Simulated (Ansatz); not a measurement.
# CdSe: how the settings move a single-point run

How sensitive is a single-point run of CdSe to its settings? A reference run comes first, then five runs with altered input.

Program: Ansatz 0.2.0. Level of theory: reference: DFT, HSE06, plane waves, PAW. These are calculated values, not measurements.

2 further runs of the same task are left out: 2 that didn't finish.

## 1. The structure to begin with

Symmetry: F-43m, No. 216, cubic system. Conventional cell: a = 6.136 Å, b = 6.136 Å, c = 6.136 Å, α = 90.00°, β = 90.00°, γ = 90.00°. Around Cd (site symmetry -43m) lie 4 Se at 2.66 Å. Se (site symmetry -43m) has 4 Cd at 2.66 Å as nearest neighbours.

Coordinates:

```xyz
2
Lattice="0.0000 3.0678 3.0678 3.0678 0.0000 3.0678 3.0678 3.0678 0.0000" Properties=species:S:1:pos:R:3 pbc="T T T"
Cd    0.0000    0.0000    0.0000
Se    1.5339    1.5339    1.5339
```

## 2. Baseline

Input file input.yaml:

```yaml
crystal:
  lattice:
    - [0.0, 3.0677809647, 3.0677809647]
    - [3.0677809647, 0.0, 3.0677809647]
    - [3.0677809647, 3.0677809647, 0.0]
  atoms:
    - { symbol: Cd, position: [0.0, 0.0, 0.0] }
    - { symbol: Se, position: [0.25, 0.25, 0.25] }
kpoints:
  mp_grid: { grid: [4, 4, 4] }
hamiltonian:
  xc: hse06
scf:
  occupations: { method: fixed }
  n_extra_bands: 4
output:
  forces: true
  stress: true
  eigenvalues: true
```

On the command line:

```bash
$ ansatz run input.yaml --threads 4 --pin off --max-ram 3686MiB --backend cpu --events-out ev --progress --plain --runs-dir out
```

## 3. Variant: xc lc_wpbe

Changes to input.yaml since step 2:

```diff
@@ -11,3 +11,3 @@
 hamiltonian:
-  xc: hse06
+  xc: lc_wpbe
 scf:
```

## 4. Variant: xc r2scan50

Changes to input.yaml since step 2:

```diff
@@ -11,3 +11,3 @@
 hamiltonian:
-  xc: hse06
+  xc: r2scan50
 scf:
```

## 5. Changing settings: exchange pbe, correlation pbe, coeff 0.3, omega 0.2078

Changes to input.yaml since step 2:

```diff
@@ -11,3 +11,6 @@
 hamiltonian:
-  xc: hse06
+  xc:
+    exchange: pbe
+    correlation: pbe
+    exx: { coeff: 0.3, omega: 0.2078 }
 scf:
```

## 6. Changed: exchange pbe, correlation pbe, coeff 0.2, omega 0.1

Changes to input.yaml since step 2:

```diff
@@ -11,3 +11,3 @@
 hamiltonian:
-  xc: hse06
+  xc: { exchange: pbe, correlation: pbe, exx: { coeff: 0.2, omega: 0.1 } }
 scf:
```

## 7. Variant: mp_grid.grid [5, 5, 5]

Changes to input.yaml since step 2:

```diff
@@ -9,3 +9,3 @@
 kpoints:
-  mp_grid: { grid: [4, 4, 4] }
+  mp_grid: { grid: [5, 5, 5] }
 hamiltonian:
```

What does the calculation give? Wanted: for each run, ending; energy change; pressure; gap; force.

The runs gave:

```csv
run,ending,energy change,pressure (GPa),gap (eV),force (eV/Å),cycles,time
reference,converged,0,0.4,1.50,0.00,13,11 s
1: xc lc_wpbe,converged,not comparable,-2.2,6.09,0.00,13,14 s
2: xc r2scan50,converged,not comparable,-1.1,3.90,0.00,17,19 s
"3: exchange pbe, correlation pbe, coeff 0.3, omega 0.2078",converged,not comparable,0.2,1.70,0.00,15,12 s
"4: exchange pbe, correlation pbe, coeff 0.2, omega 0.1",converged,not comparable,0.5,1.53,0.00,13,11 s
"5: mp_grid.grid [5, 5, 5]",converged,-13.6 meV/atom,0.2,1.49,0.00,14,19 s
```

Residual by cycle in the longest SCF loop of each run; runs are numbered as in the table. The quantity is the density residual dr2, in eV.

```csv
cycle,reference,run 1,run 2,run 3,run 4,run 5
1,0.0185,0.0123,0.0133,0.0251,0.0126,0.0179
2,0.00191,0.0274,0.0069,0.00302,0.00134,0.00194
3,8.2e-4,0.00617,0.00172,0.00128,5.5e-4,8.5e-4
4,9.9e-5,8.3e-4,5.2e-4,1.4e-4,7.0e-5,1.0e-4
5,1.9e-5,3.5e-5,1.5e-4,3.0e-5,1.2e-5,2.2e-5
6,1.0e-5,-,1.2e-5,5.6e-6,5.7e-6,1.2e-5
7,4.7e-7,-,-,-,-,7.3e-7
```

«mp_grid.grid [5, 5, 5]» moves the energy by -13.6 meV/atom.
